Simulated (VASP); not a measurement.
InAs: single point with PBEsol

**Experimental background.**

From a printed reference work, data compilation, for a bulk crystal of InAs at 4.2 K: band gap 0.418 eV (direct).

InAs:

```
In As
1.0
     0.00000    3.04373    3.04373
     3.04373    0.00000    3.04373
     3.04373    3.04373    0.00000
In As
1 1
Cartesian
  0.0000 0.0000 0.0000
  4.5656 4.5656 4.5656
```

```json
{
 "Program": "VASP 6.6.1",
 "Task": "single point",
 "Functional": "PBEsol",
 "Potentials or basis": "VASP PAW PBE potentials, release 64 (In_d, As)",
 "Cutoff": "520 eV",
 "k mesh": "12 × 12 × 12",
 "Occupations": "gaussian, width 0.1 eV",
 "Spin": "no spin polarisation",
 "Dipole correction": "no",
 "Further INCAR settings": "ALGO = Fast; EDIFF = 1e-06; NBANDS = 16"
}
```

```json
{
 "Pressure": "0.1 GPa",
 "Band gap on the k mesh": "none (metal or under the smearing width)"
}
```

Levels at points of the mesh, in eV from the Fermi level:
```csv
k point,band 5,band 6,band 7,band 8,band 9,band 10,band 11,band 12,band 13,band 14
"(0.00, 0.00, 0.00)",-14.23,-11.82,-0.44,-0.06,-0.06,-0.06,3.79,3.79,3.79,7.20
"(0.50, 0.00, 0.00)",-14.23,-10.40,-5.77,-1.03,-1.03,0.77,4.55,4.55,6.63,8.74
"(0.50, 0.50, 0.00)",-14.21,-9.87,-5.86,-2.34,-2.34,1.41,1.92,8.89,9.02,9.02
```

It took 30 s on 1 thread of Intel(R) Xeon(R) Platinum 8488C (Sapphire Rapids), on a shared host, peak memory 0.21 GiB.

A measured gap of InAs is 0.418 eV (direct; 4.2 K; a printed reference work, data compilation); the calculated 0.00 eV misses it by -0.42 eV. Spin-orbit coupling on As, In is left out. The value is that of PBEsol on a finite k mesh, which can miss the band edges, without temperature or zero-point motion. Semilocal functionals fall short of measured gaps as a rule.

Caveat: the PAW data sets were made with another functional, which shifts forces and pressure a little; this crystal is a semiconductor, whose small gap the functional closes, so the metal is an error of the method.
